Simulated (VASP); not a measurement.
# Si (P1) in VASP: further runs

Runs on Si. Level: PBE. Tasks: single point.

Program: VASP 6.6.1. These are calculated values, not measurements. Logs are shortened: lines on timing, memory, paths and dates and some standing lists are left out, and cuts for length are marked.

## Step 1: The crystal as given

The typed cell holds 16 atoms: a = 7.679 Å, b = 7.679 Å, c = 7.679 Å, α = 60.00°, β = 60.00°, γ = 60.00°.

The cell was built by a generator and needn't be a form met in nature.

## Step 2: Single point, PBE

File INCAR:

```
PREC = Accurate ; ENCUT = 520
EDIFF = 1E-6 ; ISMEAR = -1
SIGMA = 0.17 ; LREAL = Auto
LASPH = T ; NELM = 100
ALGO = Fast ; ISIF = 2
LWAVE = F ; LCHARG = F
GGA = PE ; NBANDS = 46
```

File KPOINTS:

```
Automatic mesh
0
Gamma
  3 3 3
```

File POSCAR:

```
Si
1.0
    0.0000000000      5.4300000000      5.4300000000
    5.4300000000      0.0000000000      5.4300000000
    5.4300000000      5.4300000000      0.0000000000
Si
16
Direct
   -0.0149723757      0.0032780847      0.0240699816
    0.1537016575      0.1102762431      0.1334806630
    0.0156353591      0.0036832413      0.4892633517
    0.1007366483      0.1248987109      0.6570718232
   -0.0083885820      0.4915561694      0.0403038674
    0.1265101289      0.6296961326      0.1523480663
   -0.0085635359      0.5027808471      0.5198526703
    0.1079097606      0.6255893186      0.6536187845
    0.5296408840     -0.0012615101     -0.0150552486
    0.6124493554      0.1340883978      0.1387108656
    0.5132412523      0.0037384899      0.5074033149
    0.6499079190      0.1362062615      0.6268139963
    0.4837661142      0.5126795580      0.0157734807
    0.6292449355      0.6185819521      0.1511049724
    0.4720349908      0.5098618785      0.5345211786
    0.6165653775      0.6310405157      0.6367311234
```

Potentials or basis: VASP PAW PBE potentials, release 64 (Si).

The run is started by

```
$ cat potpaw_PBE.64/Si/POTCAR > POTCAR
$ mpirun -np 1 vasp_std > vasp.out
```

OUTCAR:

```text
PREC = Accurate
   ENCUT = 520
   EDIFF = 1E-6
   ISMEAR = -1
   LREAL = Auto
   LASPH = T
   NELM = 100
   ISIF = 2
   GGA = PE

 ion  position               nearest neighbor table
   1  0.985  0.003  0.024-   4 2.30  10 2.34   6 2.35   2 2.43
   2  0.154  0.110  0.133-   3 2.23   9 2.36   5 2.41   1 2.43
   3  0.016  0.004  0.489-   2 2.23  12 2.30   4 2.37   8 2.39
   4  0.101  0.125  0.657-   1 2.30   3 2.37   7 2.37  11 2.59
   5  0.992  0.492  0.040-  14 2.27   2 2.41   6 2.42   8 2.43
   6  0.127  0.630  0.152-  13 2.24   7 2.31   1 2.35   5 2.42
[... 8 lines left out ...]
  15  0.472  0.510  0.535-   8 2.28  16 2.31  12 2.37  14 2.41
  16  0.617  0.631  0.637-  15 2.31  11 2.34   7 2.35  13 2.38

  LATTYP: Found a face centered cubic cell.
 ALAT       =    10.8600000000

  Lattice vectors:

 A1 = (   0.0000000000,   5.4300000000,   5.4300000000)
 A2 = (   5.4300000000,   0.0000000000,   5.4300000000)
 A3 = (   5.4300000000,   5.4300000000,   0.0000000000)

Analysis of symmetry for initial positions (statically):
=====================================================================
 Subroutine PRICEL returns:
 Original cell was already a primitive cell.

 Routine SETGRP: Setting up the symmetry group for a
 face centered cubic supercell.

 Subroutine GETGRP returns: Found  1 space group operations
 (whereof  1 operations were pure point group operations)
 out of a pool of 48 trial point group operations.

The static configuration has the point symmetry C_1 .

Analysis of symmetry for dynamics (positions and initial velocities):
=====================================================================
 Subroutine PRICEL returns:
 Original cell was already a primitive cell.

 Routine SETGRP: Setting up the symmetry group for a
 face centered cubic supercell.

 Subroutine GETGRP returns: Found  1 space group operations
 (whereof  1 operations were pure point group operations)
 out of a pool of 48 trial point group operations.

The dynamic configuration has the point symmetry C_1 .

 Subroutine INISYM returns: Found  1 space group operations
 (whereof  1 operations are pure point group operations),
 and found     1 'primitive' translations

----------------------------------------------------------------------------------------

                                     Primitive cell

  volume of cell :     320.2060

  direct lattice vectors                    reciprocal lattice vectors
     0.000000000  5.430000000  5.430000000    -0.092081031  0.092081031  0.092081031
[... 112 lines left out ...]
   TEBEG  =    0.0;   TEEND  =   0.0 temperature during run
   PSTRESS=    0.0 pullay stress
   NELECT =      64.0000    total number of electrons
   NUPDOWN=      -1.0000    fix difference up-down
   EMIN   =  10.00;   EMAX   =-10.00  energy-range for DOS
   EFERMI =   0.00;   METHOD = LEGACY
   ISMEAR =    -1;   SIGMA  =   0.17  broadening in eV -4-tet -1-fermi 0-gaus
   EFERMI_NEDOS =   21; number of points for ismear=-14 and -15
   IALGO  =     68    algorithm
   IMIX   =      4    mixing-type and parameters
     AMIX     =   0.40;   BMIX     =  1.00
     AMIX_MAG =   1.60;   BMIX_MAG =  1.00
  volume/ion in A,a.u.               =      20.01       135.05
  Fermi-wavevector in a.u.,A,eV,Ry     =   0.957176  1.808800 12.465458  0.916185
  Thomas-Fermi vector in A             =   2.086170
   LORBIT       =      0    0 simple, 1 ext, 2 COOP (PROOUT), +10 PAW based schemes
   GGA     = PE    functional components
   LHFCALC =     F    Hartree Fock is set to
   AEXX    =    0.0000 exact exchange contribution
   IVDW    =     0    specifies the selected vdW correction
   LEPSILON=     F    determine dielectric tensor
   LRPA    =     F    only Hartree local field effects (RPA)
 non-spin polarized calculation
 RMM-DIIS sequential band-by-band and
  energy-cutoff  :      520.00
  volume of cell :      320.21
 maximum number of plane-waves:      8636
 NGX is ok and might be reduce to    60
   NGX = 29   NGY = 29   NGZ = 29

 number of electron      64.0000000 magnetization

 Free energy of the ion-electron system (eV)
  ---------------------------------------------------
  ext. energy  EPLUGINS =         0.00000000
  ---------------------------------------------------
  free energy    TOTEN  =       -85.66574478 eV

  energy without entropy =      -85.54218185  energy(sigma->0) =      -85.60396332

 E-fermi :   6.0926     XC(G=0):  -9.4212

 val. band max:        6.0542767339   @ k =   0.0000   0.0000   0.0000
 cond. band min:       6.2782522344   @ k =   0.0000   0.0000   0.0000
 fundamental gap:      0.2239755005
 Fermi energy:         6.0926246069

 k-point     1 :       0.0000    0.0000    0.0000
  band No.  band energies     occupation
      1      -6.1555      2.00000
      2      -4.0086      2.00000
      3      -3.8660      2.00000
      4      -3.7789      2.00000
      5      -3.6214      2.00000
      6      -2.2086      2.00000
[... 647 lines left out ...]
     43       9.3795      0.00000
     44       9.5171      0.00000
 [bands above 44 left out]

------------------------ aborting loop because EDIFF is reached ----------------------------------------

  FORCE on cell =-STRESS in cart. coord.  units (eV):
  Direction    XX          YY          ZZ          XY          YZ          ZX
  --------------------------------------------------------------------------------------
  -------------------------------------------------------------------------------------
  Total        4.4024995      4.1150875      4.1021181     -0.0754776     -0.5835830     -3.7557298
  in kB       22.0282710     20.5901812     20.5252878     -0.3776582     -2.9200058    -18.7921056
  external PRESSURE =      21.0479133 kB  Pullay stress =       0.0000000 kB

 VOLUME and BASIS-vectors are now :
 -----------------------------------------------------------------------------
  energy-cutoff  :      520.00
  volume of cell :      320.21
      direct lattice vectors                 reciprocal lattice vectors
     0.000000000  5.430000000  5.430000000    -0.092081031  0.092081031  0.092081031
     5.430000000  0.000000000  5.430000000     0.092081031 -0.092081031  0.092081031
     5.430000000  5.430000000  0.000000000     0.092081031  0.092081031 -0.092081031

 POSITION                                       TOTAL-FORCE (eV/Angst)
 -----------------------------------------------------------------------------------
      0.14850      5.47940      5.36650         0.302071      0.557030      0.351378
      1.32360      1.55940      1.43340        -0.528519     -1.547681      0.550256
      2.67670      2.74160      0.10490         0.752364      1.421184     -0.634377
      4.24610      4.11490      1.22520        -1.158597      0.431683      1.481839
      2.88800      5.60330      8.05360        -0.801031      0.493026      0.919211
      4.24650      1.51420      4.10620         0.075786     -1.242780     -0.888367
[... 8 lines left out ...]
      5.67100      5.46560      5.33170        -1.120199      0.124971      0.725618
      6.88400      6.80540      6.77450         0.516419      0.268548      0.202571
 -----------------------------------------------------------------------------------
    total drift:                               -0.002845      0.003357      0.000692

  FREE ENERGIE OF THE ION-ELECTRON SYSTEM (eV)
  ---------------------------------------------------
  free  energy   TOTEN  =       -85.6657447815 eV

  energy  without entropy=      -85.5421818548  energy(sigma->0) =      -85.60396332
```

stdout:

```text
POSCAR found type information on POSCAR Si
 POSCAR found :  1 types and      16 ions
 scaLAPACK will be used
 LDA part: xc-table for (Slater+PW92), standard interpolation
 POSCAR, INCAR and KPOINTS ok, starting setup
 FFT: planning ... GRIDC
 FFT: planning ... GRID_SOFT
 FFT: planning ... GRID
 WAVECAR not read
 entering main loop
```

Run time: 4.6 min. Hardware: 1 thread of AMD EPYC 9R45 (Zen 5), shared host; peak memory 0.46 GiB.

What came out:

* Free energy: -85.6657 eV
* Pressure: 2.1 GPa
* Largest force: 1.930 eV/Å
* Band gap on the k mesh: 0.22 eV, direct

Forces on the atoms (eV/Å):
```
Si   0.302  0.557  0.351
Si  -0.529 -1.548  0.550
Si   0.752  1.421 -0.634
Si  -1.159  0.432  1.482
Si  -0.801  0.493  0.919
Si   0.076 -1.243 -0.888
Si   0.035  0.405 -0.562
Si   0.743 -0.088 -0.439
Si   0.697  0.966 -1.102
Si   0.065 -0.044  0.229
Si   1.295 -0.410 -0.817
Si  -0.665 -1.568 -0.339
Si  -0.671  1.129  1.051
Si   0.462 -0.896 -0.729
Si  -1.120  0.125  0.726
Si   0.516  0.269  0.203
```

Stress tensor (GPa, compression positive):
```
 2.20 -0.04 -1.88
-0.04  2.06 -0.29
-1.88 -0.29  2.05
```

Levels at points of the mesh, in eV from the valence-band top:
```tsv
k point	band 30	band 31	band 32	band 33	band 34	band 35
(0.00, 0.00, 0.00)	-0.38	-0.17	0.00	0.22	0.31	0.50
```

Caveat: an odd mesh through Γ misses points on the zone boundary, where band edges often lie; forces of over 1 eV/Å show positions far from the minimum, so gaps and moduli don't describe the material at rest.

## Step 3: Single point, PBE

File INCAR:

```
  ALGO = Fast
  EDIFF = 1E-7
  ENCUT = 520
  GGA = PE
  ISIF = 2
  ISMEAR = -1
  LASPH = True
  LCHARG = False
  LREAL = Auto
  LWAVE = False
  NBANDS = 46
  NELM = 80
  PREC = Accurate
  SIGMA = 0.17
```

File KPOINTS:

```
k-points
0
Gamma
  3 3 3
```

File POSCAR:

```
Si
1.0
    0.0000000000      5.4300000000      5.4300000000
    5.4300000000      0.0000000000      5.4300000000
    5.4300000000      5.4300000000      0.0000000000
Si
16
Direct
   -0.0223020258      0.0277532228      0.0585635359
    0.1050736648      0.1542817680      0.1752578269
   -0.0029005525      0.0013351750      0.5696593002
    0.1459208103      0.1358655617      0.6597697974
    0.0089502762      0.5178637201      0.0299631676
    0.1489963168      0.6617034991      0.1111694291
    0.0376243094      0.4903314917      0.4936832413
    0.1230478821      0.6397145488      0.6276519337
    0.4659116022     -0.0044383057      0.0276243094
    0.6153130755      0.0747053407      0.2066206262
    0.5430478821     -0.0284806630      0.5503222836
    0.6381307551      0.1623296501      0.6691804788
    0.5021178637      0.4695211786      0.0573480663
    0.6495303867      0.6252394107      0.1333425414
    0.5149723757      0.5370165746      0.5300184162
    0.6756998158      0.6060128913      0.7029005525
```

Potentials or basis: VASP PAW PBE potentials, release 64 (Si).

The run is started by

```
$ cat potpaw_PBE.64/Si/POTCAR > POTCAR
$ mpirun -np 1 vasp_std > vasp.out
```

OUTCAR:

```text
EDIFF = 1E-7
   ENCUT = 520
   GGA = PE
   ISIF = 2
   ISMEAR = -1
   LASPH = True
   LREAL = Auto
   NELM = 80
   PREC = Accurate

 ion  position               nearest neighbor table
   1  0.978  0.028  0.059-   2 2.32  10 2.33   6 2.34   4 2.51
   2  0.105  0.154  0.175-   5 2.29   9 2.30   1 2.32   3 2.48
   3  0.997  0.001  0.570-  12 2.27   8 2.31   4 2.35   2 2.48
   4  0.146  0.136  0.660-   7 2.25   3 2.35  11 2.50   1 2.51
   5  0.009  0.518  0.030-  14 2.26   2 2.29   6 2.30   8 2.53
   6  0.149  0.662  0.111-  13 2.28   5 2.30   1 2.34   7 2.42
[... 885 lines left out ...]
  Total        2.1997438      1.8889577      1.8566800     -4.1321975     -1.0043133     -0.5777734
  in kB       11.0066007      9.4515562      9.2900522    -20.6757928     -5.0251647     -2.8909369
  external PRESSURE =       9.9160697 kB  Pullay stress =       0.0000000 kB

 VOLUME and BASIS-vectors are now :
 -----------------------------------------------------------------------------
  energy-cutoff  :      520.00
  volume of cell :      320.21
      direct lattice vectors                 reciprocal lattice vectors
     0.000000000  5.430000000  5.430000000    -0.092081031  0.092081031  0.092081031
     5.430000000  0.000000000  5.430000000     0.092081031 -0.092081031  0.092081031
     5.430000000  5.430000000  0.000000000     0.092081031  0.092081031 -0.092081031

 POSITION                                       TOTAL-FORCE (eV/Angst)
 -----------------------------------------------------------------------------------
      0.46870      5.62690      5.45960        -1.014145     -0.652337      0.765823
      1.78940      1.52220      1.40830         0.291936      0.834459     -1.014836
      3.10050      8.50750      5.42150        -0.734721     -0.433675      1.144631
      4.32030      4.37490      1.53010        -0.599164      1.729780     -0.947851
      2.97470      0.21130      2.86060        -1.270014     -1.090827      1.003717
      4.19670      1.41270      4.40210         0.883906      0.224548     -0.765042
[... 8 lines left out ...]
      5.79400      5.67430      5.71230         0.000185     -0.353481      0.089203
      7.10740      7.48580      6.95970        -1.430096     -1.681967     -0.336643
 -----------------------------------------------------------------------------------
    total drift:                               -0.002478     -0.000282     -0.002790

  FREE ENERGIE OF THE ION-ELECTRON SYSTEM (eV)
  ---------------------------------------------------
  free  energy   TOTEN  =       -84.0162289931 eV

  energy  without entropy=      -83.8193014524  energy(sigma->0) =      -83.91776522
```

OSZICAR:

```text
N       E                     dE             d eps       ncg     rms          rms(c)
DAV:   1     0.152186589288E+03    0.15219E+03   -0.24177E+04  1288   0.115E+03
DAV:   2    -0.719093315034E+02   -0.22410E+03   -0.21049E+03  1598   0.166E+02
DAV:   3    -0.851655221410E+02   -0.13256E+02   -0.12905E+02  1648   0.363E+01
DAV:   4    -0.854525621050E+02   -0.28704E+00   -0.28514E+00  1648   0.647E+00
DAV:   5    -0.854601027232E+02   -0.75406E-02   -0.75307E-02  1602   0.101E+00    0.135E+01
RMM:   6    -0.844274761586E+02    0.10326E+01   -0.60513E-01  1317   0.215E+00    0.814E+00
RMM:   7    -0.840049322018E+02    0.42254E+00   -0.13871E+00  1448   0.340E+00    0.582E-01
RMM:   8    -0.840110834116E+02   -0.61512E-02   -0.13765E-01  1474   0.140E+00    0.266E-01
RMM:   9    -0.840158368016E+02   -0.47534E-02   -0.42005E-02  1619   0.692E-01    0.284E-01
RMM:  10    -0.840159337987E+02   -0.96997E-04   -0.58944E-03  1556   0.320E-01    0.175E-01
RMM:  11    -0.840161805383E+02   -0.24674E-03   -0.20502E-03  1514   0.189E-01    0.145E-02
RMM:  12    -0.840162197156E+02   -0.39177E-04   -0.48123E-04  1669   0.908E-02    0.452E-02
RMM:  13    -0.840162336148E+02   -0.13899E-04   -0.13084E-04  1756   0.400E-02    0.439E-02
RMM:  14    -0.840162324935E+02    0.11213E-05   -0.15347E-05  1526   0.164E-02    0.580E-03
RMM:  15    -0.840162293037E+02    0.31897E-05   -0.43723E-06  1563   0.837E-03    0.505E-03
RMM:  16    -0.840162289766E+02    0.32720E-06   -0.91263E-07  1582   0.383E-03    0.747E-03
RMM:  17    -0.840162289931E+02   -0.16562E-07   -0.24296E-07  1212   0.190E-03
   1 F= -.84016229E+02 E0= -.83917765E+02  d E =-.196928E+00
```

stdout:

```text
POSCAR found type information on POSCAR Si
 POSCAR found :  1 types and      16 ions
 scaLAPACK will be used
 LDA part: xc-table for (Slater+PW92), standard interpolation
 POSCAR, INCAR and KPOINTS ok, starting setup
 FFT: planning ... GRIDC
 FFT: planning ... GRID_SOFT
 FFT: planning ... GRID
 WAVECAR not read
 entering main loop
```

Wall time 4.4 min (1 thread of AMD EPYC 9R45 (Zen 5), shared host); peak memory 0.46 GiB.

What came out:

```yaml
Free_energy: -84.0162 eV
Pressure: 1.0 GPa
Largest_force: 2.929 eV/Å
Band_gap_on_the_k_mesh: 0.09 eV, direct
```

Forces on the atoms (eV/Å):
```
Si  -1.014 -0.652  0.766
Si   0.292  0.834 -1.015
Si  -0.735 -0.434  1.145
Si  -0.599  1.730 -0.948
Si  -1.270 -1.091  1.004
Si   0.884  0.225 -0.765
Si   0.788 -0.639  0.604
Si   0.301  2.068  0.293
Si   0.349  1.480  1.193
Si  -1.131 -2.534  0.937
Si   2.769  0.701 -0.414
Si  -0.408 -1.223 -1.166
Si  -0.291  1.590  0.093
Si   1.495 -0.020 -1.481
Si   0.000 -0.353  0.089
Si  -1.430 -1.682 -0.337
```

Levels at points of the mesh, in eV from the valence-band top:
| k point | band 30 | band 31 | band 32 | band 33 | band 34 | band 35 |
| --- | --- | --- | --- | --- | --- | --- |
| (0.00, 0.00, 0.00) | -0.60 | -0.13 | 0.00 | 0.09 | 0.21 | 0.43 |

Caveat: an odd mesh through Γ misses points on the zone boundary, where band edges often lie; forces of over 1 eV/Å show positions far from the minimum, so gaps and moduli don't describe the material at rest.

[end of part 1 of 2]
